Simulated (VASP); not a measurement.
# AlN (P6_3mc) in VASP: notebook, part 2 of 2

VASP 6.6.1. Earlier steps stand in the parts before.

### Step 3. Band structure, HSE06

POSCAR

```
AlN                                     
1.0
    3.1131018727      0.0000000000     -0.0000000000
   -1.5565509363      2.6960253063      0.0000000000
    0.0000000000      0.0000000000      4.9818131026
  Al              N             
     2     2
Direct
     0.3333333332999970    0.6666666667000030    0.9989855796670126
     0.6666666667000030    0.3333333332999970    0.4989855796670127
     0.3333333332999970    0.6666666667000030    0.3810144203329899
     0.6666666667000030    0.3333333332999970    0.8810144203329899
```

INCAR.step1

```
SYSTEM = AlN
  ALGO = Normal
  EDIFF = 1E-5
  ENCUT = 520
  GGA = PE
  ISIF = 2
  ISMEAR = 0
  KPAR = 4
  LASPH = .TRUE.
  LCHARG = .FALSE.
  LREAL = .FALSE.
  LWAVE = .TRUE.
  NBANDS = 16
  NELM = 80
  PREC = Accurate
  SIGMA = 0.03
```

INCAR.step2

```
SYSTEM = AlN
  ALGO = Normal
  EDIFF = 1E-7
  ENCUT = 520
  GGA = PE
  HFSCREEN = 0.2
  ISIF = 2
  ISMEAR = 0
  ISTART = 1
  KPAR = 4
  LASPH = .TRUE.
  LCHARG = .FALSE.
  LHFCALC = .TRUE.
  LREAL = .FALSE.
  LWAVE = .FALSE.
  NBANDS = 16
  NELM = 80
  PREC = Accurate
  PRECFOCK = Fast
  SIGMA = 0.03
```

KPOINTS

```
k-points
0
G
  6 6 4
  0 0 0
```

KPOINTS_OPT

```
explicit points
6
Reciprocal
 0.0000000000  0.0000000000  0.0000000000 1
 0.0000000000  0.0000000000  0.5000000000 1
 0.3333333333  0.3333333333  0.5000000000 1
 0.3333333333  0.3333333333  0.0000000000 1
 0.5000000000  0.0000000000  0.5000000000 1
 0.5000000000  0.0000000000  0.0000000000 1
```

Potentials or basis: VASP PAW PBE potentials, release 64 (Al, N).

Run with:

```console
cat potpaw_PBE.64/Al/POTCAR potpaw_PBE.64/N/POTCAR > POTCAR
cp INCAR.step1 INCAR
mpirun -np 4 vasp_std > vasp.out
cp INCAR.step2 INCAR
mpirun -np 4 vasp_std > vasp.out
```

OUTCAR:

```text
SYSTEM = AlN
   EDIFF = 1E-7
   ENCUT = 520
   GGA = PE
   HFSCREEN = 0.2
   ISIF = 2
   ISMEAR = 0
   ISTART = 1
   LASPH = .TRUE.
   LHFCALC = .TRUE.
   LREAL = .FALSE.
   NELM = 80
   PREC = Accurate
   PRECFOCK = Fast

 ion  position               nearest neighbor table
   1  0.333  0.667  0.999-   4 1.89   4 1.89   4 1.89   3 1.90   2 3.07   2 3.07   2 3.07   2 3.07
                             2 3.07   2 3.07
   2  0.667  0.333  0.499-   3 1.89   3 1.89   3 1.89   4 1.90   1 3.07   1 3.07   1 3.07   1 3.07
                             1 3.07   1 3.07
   3  0.333  0.667  0.381-   2 1.89   2 1.89   2 1.89   1 1.90
   4  0.667  0.333  0.881-   1 1.89   1 1.89   1 1.89   2 1.90

  LATTYP: Found a hexagonal cell.
 ALAT       =     3.1131018727
 C/A-ratio  =     1.6002730737

  Lattice vectors:

 A1 = (   3.1131018727,   0.0000000000,   0.0000000000)
 A2 = (  -1.5565509363,   2.6960253063,   0.0000000000)
 A3 = (   0.0000000000,   0.0000000000,   4.9818131026)

Analysis of symmetry for initial positions (statically):
[... 183 lines left out ...]
  energy without entropy =      -34.95926346  energy(sigma->0) =      -34.95926346

 E-fermi :   5.4597     XC(G=0):  -8.9790

 val. band max:        5.2318174754   @ k =   0.0000   0.0000   0.0000
 cond. band min:      10.7894257411   @ k =   0.0000   0.0000   0.0000
 fundamental gap:      5.5576082658
 Fermi energy:         5.4596840642

 k-point     1 :       0.0000    0.0000    0.0000
  band No.  band energies     occupation
      1     -11.4779      2.00000
      2      -9.1903      2.00000
      3      -1.2788      2.00000
      4       4.2592      2.00000
      5       4.2592      2.00000
      6       4.9858      2.00000
[... 376 lines left out ...]
      3      -0.0363      2.00000
      4      -0.0363      2.00000
      5       1.0497      2.00000
      6       1.0497      2.00000
[... 8 lines left out ...]
     15      20.7530      0.00000
     16      20.7530      0.00000

------------------------ aborting loop because EDIFF is reached ----------------------------------------

  FORCE on cell =-STRESS in cart. coord.  units (eV):
  Direction    XX          YY          ZZ          XY          YZ          ZX
  --------------------------------------------------------------------------------------
  -------------------------------------------------------------------------------------
  Total       -0.4965289     -0.4965289     -0.4404859     -0.0000000      0.0000000     -0.0000000
  in kB      -19.0261262    -19.0261262    -16.8786548     -0.0000000      0.0000000     -0.0000000
  external PRESSURE =     -18.3103024 kB  Pullay stress =       0.0000000 kB

 VOLUME and BASIS-vectors are now :
 -----------------------------------------------------------------------------
  energy-cutoff  :      520.00
  volume of cell :       41.81
      direct lattice vectors                 reciprocal lattice vectors
     3.113101873  0.000000000  0.000000000     0.321223025  0.185458200  0.000000000
    -1.556550936  2.696025306  0.000000000     0.000000000  0.370916400  0.000000000
     0.000000000  0.000000000  4.981813103     0.000000000  0.000000000  0.200730132

 POSITION                                       TOTAL-FORCE (eV/Angst)
 -----------------------------------------------------------------------------------
     -0.00000      1.79735      4.97676         0.000000      0.000000      0.006420
      1.55655      0.89868      2.48585        -0.000000      0.000000      0.006420
     -0.00000      1.79735      1.89814        -0.000000      0.000000     -0.006420
      1.55655      0.89868      4.38905         0.000000      0.000000     -0.006420
 -----------------------------------------------------------------------------------
    total drift:                                0.000000     -0.000001      0.000177

  FREE ENERGIE OF THE ION-ELECTRON SYSTEM (eV)
  ---------------------------------------------------
  free  energy   TOTEN  =       -34.9592634582 eV

  energy  without entropy=      -34.9592634582  energy(sigma->0) =      -34.95926346
```

OSZICAR.step1:

```text
N       E                     dE             d eps       ncg     rms          rms(c)
DAV:   1     0.402888207172E+02    0.40289E+02   -0.75497E+03   672   0.910E+02
DAV:   2    -0.311750273563E+02   -0.71464E+02   -0.65931E+02   944   0.186E+02
DAV:   3    -0.344962462774E+02   -0.33212E+01   -0.33135E+01   832   0.418E+01
DAV:   4    -0.345163177830E+02   -0.20072E-01   -0.20070E-01   824   0.366E+00
DAV:   5    -0.345165797119E+02   -0.26193E-03   -0.26193E-03   856   0.423E-01    0.122E+01
DAV:   6    -0.297587669938E+02    0.47578E+01   -0.10664E+01   792   0.237E+01    0.416E+00
DAV:   7    -0.297831655471E+02   -0.24399E-01   -0.68309E-01   720   0.581E+00    0.295E+00
DAV:   8    -0.297759305609E+02    0.72350E-02   -0.60459E-02   744   0.226E+00    0.592E-01
DAV:   9    -0.297708768541E+02    0.50537E-02   -0.12289E-02   864   0.818E-01    0.247E-01
DAV:  10    -0.297715155266E+02   -0.63867E-03   -0.23881E-03   712   0.302E-01    0.133E-01
DAV:  11    -0.297714296460E+02    0.85881E-04   -0.18558E-04   776   0.104E-01    0.330E-02
DAV:  12    -0.297714328347E+02   -0.31886E-05   -0.11746E-05   624   0.278E-02
   1 F= -.29771433E+02 E0= -.29771433E+02  d E =-.548623E-11
```

Run time: 4.3 min. Hardware: 4 MPI ranks of Intel Xeon Platinum 8488C (Sapphire Rapids), shared host; peak memory 0.3 GiB.

Results:

* Free energy: -34.9593 eV
* Pressure: -1.8 GPa
* Largest force: 0.006 eV/Å
* Band gap on the k mesh: 5.56 eV, direct
* Band gap along the path: 5.56 eV, direct

Forces in eV/Å, atoms in the order of the input:
```
Al   0.000  0.000  0.006
Al   0.000  0.000  0.006
N    0.000  0.000 -0.006
N    0.000  0.000 -0.006
```

Caveat: the PAW data sets were made with another functional, which shifts forces and pressure a little.

### Step 4. Band structure, PBE0

POSCAR is that of step 3.

INCAR.step1 is that of step 3.

Changes to INCAR.step2 since step 3:

```diff
@@ -1,2 +1,3 @@
 SYSTEM = AlN
+  AEXX = 0.25
   ALGO = Normal
@@ -5,3 +6,3 @@
   GGA = PE
-  HFSCREEN = 0.2
+  HFRCUT = -1
   ISIF = 2
```

KPOINTS is that of step 3.

KPOINTS_OPT is that of step 3.

Run with:

```console
cat potpaw_PBE.64/Al/POTCAR potpaw_PBE.64/N/POTCAR > POTCAR
cp INCAR.step1 INCAR
mpirun -np 4 vasp_std > vasp.out
cp INCAR.step2 INCAR
mpirun -np 4 vasp_std > vasp.out
```

Run time: 4.1 min. Hardware: 4 MPI ranks of Intel Xeon Platinum 8488C (Sapphire Rapids), shared host; peak memory 0.2 GiB.

Results (log left out):

- Free energy: -36.7264 eV
- Pressure: -1.8 GPa
- Largest force: 0.007 eV/Å
- Band gap on the k mesh: 6.27 eV, direct
- Band gap along the path: 6.27 eV, direct

Forces on the atoms (eV/Å):
```
Al   0.000  0.000  0.007
Al   0.000  0.000  0.007
N    0.000  0.000 -0.007
N    0.000  0.000 -0.007
```

Stress tensor (GPa, compression positive):
```
-1.88  0.00  0.00
 0.00 -1.88  0.00
 0.00  0.00 -1.66
```

Levels at points of the mesh, in eV from the valence-band top:
```csv
k point,band 4,band 5,band 6,band 7,band 8,band 9,band 10,band 11,band 12,band 13
"(0.00, 0.00, 0.00)",-0.98,-0.98,-0.25,-0.25,0.00,6.27,8.85,13.22,13.51,13.51
"(0.50, 0.00, 0.00)",-4.57,-3.67,-2.33,-1.92,-0.79,7.90,7.91,10.46,12.83,13.25
"(0.00, 0.00, 0.50)",-3.63,-0.63,-0.63,-0.63,-0.63,8.68,8.68,12.75,12.75,13.84
"(0.50, 0.00, 0.50)",-6.13,-1.64,-1.64,-1.50,-1.50,7.38,7.38,11.53,11.53,14.52
```

Caveat: the PAW data sets were made with another functional, which shifts forces and pressure a little.

### Step 5. Band structure, PBE-EpsX

POSCAR is that of step 4.

INCAR.step1

```
SYSTEM = AlN
  ALGO = Normal
  EDIFF = 1E-8
  ENCUT = 520
  GGA = PE
  ISIF = 2
  ISMEAR = 0
  KPAR = 4
  LASPH = .TRUE.
  LCHARG = .FALSE.
  LEPSILON = .TRUE.
  LREAL = .FALSE.
  LWAVE = .FALSE.
  NELM = 80
  PREC = Accurate
  SIGMA = 0.03
```

KPOINTS.step1

```
Automatic mesh
0
G
  12 12 6
  0 0 0
```

INCAR.step2

```
SYSTEM = AlN
  ALGO = Normal
  EDIFF = 1E-5
  ENCUT = 520
  GGA = PE
  ISIF = 2
  ISMEAR = 0
  KPAR = 4
  LASPH = .TRUE.
  LCHARG = .FALSE.
  LREAL = .FALSE.
  LWAVE = .TRUE.
  NBANDS = 16
  NELM = 80
  PREC = Accurate
  SIGMA = 0.03
```

KPOINTS.step2

```
k-points
0
G
  6 6 4
  0 0 0
```

INCAR.step3

```
SYSTEM = AlN
  AEXX = 0.2218
  ALGO = Normal
  EDIFF = 1E-7
  ENCUT = 520
  GGA = PE
  HFRCUT = -1
  ISIF = 2
  ISMEAR = 0
  ISTART = 1
  KPAR = 4
  LASPH = .TRUE.
  LCHARG = .FALSE.
  LHFCALC = .TRUE.
  LREAL = .FALSE.
  LWAVE = .FALSE.
  NBANDS = 16
  NELM = 80
  PREC = Accurate
  PRECFOCK = Fast
  SIGMA = 0.03
```

KPOINTS.step3

```
k-points
0
G
  6 6 4
  0 0 0
```

KPOINTS_OPT is that of step 4.

Run with:

```console
cat potpaw_PBE.64/Al/POTCAR potpaw_PBE.64/N/POTCAR > POTCAR
cp INCAR.step1 INCAR
cp KPOINTS.step1 KPOINTS
mpirun -np 4 vasp_std > vasp.out
cp INCAR.step2 INCAR
cp KPOINTS.step2 KPOINTS
mpirun -np 4 vasp_std > vasp.out
cp INCAR.step3 INCAR
cp KPOINTS.step3 KPOINTS
mpirun -np 4 vasp_std > vasp.out
```

Run time: 5.7 min. Hardware: 4 MPI ranks of Intel Xeon Platinum 8488C (Sapphire Rapids), shared host; peak memory 0.4 GiB.

It converged, with:

- Free energy: -35.9294 eV
- Pressure: -1.2 GPa
- Largest force: 0.006 eV/Å
- Band gap on the k mesh: 6.03 eV, direct
- Band gap along the path: 6.03 eV, direct

Forces on the atoms (eV/Å):
```
Al   0.000  0.000  0.006
Al   0.000  0.000  0.006
N    0.000  0.000 -0.006
N    0.000  0.000 -0.006
```

Stress tensor (GPa, compression positive):
```
-1.30  0.00  0.00
 0.00 -1.30  0.00
 0.00  0.00 -1.09
```

Levels at points of the mesh, in eV from the valence-band top:
| k point | band 4 | band 5 | band 6 | band 7 | band 8 | band 9 | band 10 | band 11 | band 12 | band 13 |
| --- | --- | --- | --- | --- | --- | --- | --- | --- | --- | --- |
| (0.00, 0.00, 0.00) | -0.97 | -0.97 | -0.25 | -0.25 | 0.00 | 6.03 | 8.60 | 12.93 | 13.24 | 13.24 |
| (0.50, 0.00, 0.00) | -4.53 | -3.64 | -2.31 | -1.90 | -0.78 | 7.66 | 7.67 | 10.20 | 12.54 | 12.98 |
| (0.00, 0.00, 0.50) | -3.59 | -0.62 | -0.62 | -0.62 | -0.62 | 8.42 | 8.42 | 12.47 | 12.47 | 13.56 |
| (0.50, 0.00, 0.50) | -6.07 | -1.62 | -1.62 | -1.49 | -1.49 | 7.14 | 7.14 | 11.27 | 11.27 | 14.21 |

Caveat: the PAW data sets were made with another functional, which shifts forces and pressure a little.

### Step 6. Overview

| level | screening parameter | exchange at q = 0 | share of exact exchange | gap on the mesh (eV) | pressure (GPa) | largest force (eV/Å) |
| --- | --- | --- | --- | --- | --- | --- |
| PBE | - | - | - | 4.19 | 3.4 | - |
| HSE06 | 0.2 1/A | - | - | 5.56 | -1.8 | 0.01 |
| PBE0 | - | truncated | - | 6.27 | -1.8 | 0.01 |
| PBE-EpsX | - | truncated | 0.2218 | 6.03 | -1.2 | 0.01 |

Alike in all rows: task band structure; potentials or basis VASP PAW PBE potentials, release 64 (Al, N); no spin polarisation; cell as given; k mesh 6 × 6 × 4; cutoff (eV) 520; smearing gaussian 0.03 eV.

On the cell as given the gap runs from 4.19 eV (PBE) to 6.27 eV (PBE0). The pressure there spans -1.8 GPa (HSE06) to 3.4 GPa (PBE); a positive pressure means that this level wants a larger cell, a negative one a smaller.

Caveats: the PAW data sets were made with another functional, which shifts forces and pressure a little (some runs).

Absolute energies hang on the potentials; compare differences alone.

### Step 7. How close it comes

Step 2. Measured gap of AlN: 6.0343 eV (an exciton energy, a little under the gap; 0 K; quoted in “Structural and optical properties of self-assembled AlN nanowires grown on SiO2/Si substrates by molecular beam epitaxy”, 2024, arxiv:2402.00216). This calculation gives 4.19 eV (-1.84 eV). 2 values of this kind are on record (6.034 to 6.0343 eV); this one was drawn at random. The value is that of PBE, without temperature or zero-point motion. Semilocal functionals fall short of measured gaps as a rule.

Step 3. A measured gap of AlN is 6.034 eV (an exciton energy, a little under the gap; 10 K; quoted in “Self-assembly of well-separated AlN nanowires directly on sputtered metallic TiN films”, 2019, arxiv:1910.07391); the calculated 5.56 eV misses it by -0.48 eV. 2 values of this kind are on record (6.034 to 6.0343 eV); this one was drawn at random. The value is that of HSE06, without temperature or zero-point motion.

Step 4. Against the measured gap of AlN, 6.034 eV (an exciton energy, a little under the gap; 10 K; quoted in “Self-assembly of well-separated AlN nanowires directly on sputtered metallic TiN films”, 2019, arxiv:1910.07391), the calculated 6.27 eV is off by +0.23 eV. 2 values of this kind are on record (6.034 to 6.0343 eV); this one was drawn at random. The value is that of PBE0, without temperature or zero-point motion.

Step 5. Against the measured gap of AlN, 6.034 eV (an exciton energy, a little under the gap; 10 K; quoted in “Self-assembly of well-separated AlN nanowires directly on sputtered metallic TiN films”, 2019, arxiv:1910.07391), the calculated 6.03 eV is off by -0.01 eV. 2 values of this kind are on record (6.034 to 6.0343 eV); this one was drawn at random. The value is that of PBE-EpsX, without temperature or zero-point motion.
